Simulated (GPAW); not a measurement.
Crystal: Si.

```
Si
1.0
     4.12095    0.00000    0.00000
    -2.06047    3.56885    0.00000
     0.00000    0.00000    2.65479
Si
2
Direct
  0.33333 0.66667 0.50000
  0.66666 0.33334 0.50000
```

The cell was built by a generator and needn't be a form met in nature.

* Program: GPAW 26.7.0
* Task: relaxation of cell and atoms
* Functional: PBEsol
* Potentials or basis: PAW data sets generated in the run's folder for this functional
* Cutoff: 600 eV
* Basis: pw
* k mesh: 8 × 8 × 10
* Occupations: fermi-dirac, width 0.05 eV
* Spin: no spin polarisation

At the start: pressure -1.6 GPa; volume 19.52 Å³/atom.

Question: How do energy, volume and symmetry change on relaxing?

Answer: Over 3 steps the energy falls by 2.1 meV/atom and the volume is 19.14 Å³/atom (-2.0 %); space group P6/mmm (No. 191, to 0.05 Å).

Step by step:
```
step  energy change (eV)  largest force (eV/Å)  pressure (GPa)  volume (Å³)
   1              0.0000                0.0000           -1.62        39.04
   2             -0.0016                0.0000           -1.28        38.88
   3             -0.0042                0.0000            0.04        38.27
```

Final structure:
```cif
data_structure
_symmetry_space_group_name_H-M 'P 1'
_symmetry_Int_Tables_number 1
_cell_length_a 4.1000
_cell_length_b 4.1000
_cell_length_c 2.6291
_cell_angle_alpha 90.000
_cell_angle_beta 90.000
_cell_angle_gamma 120.000
_cell_volume 38.27
loop_
_atom_site_label
_atom_site_type_symbol
_atom_site_fract_x
_atom_site_fract_y
_atom_site_fract_z
_atom_site_occupancy
Si1 Si 0.33333 0.66667 0.50000 1
Si2 Si 0.66666 0.33334 0.50000 1
```

Caveat: later steps reuse the first step's grids.
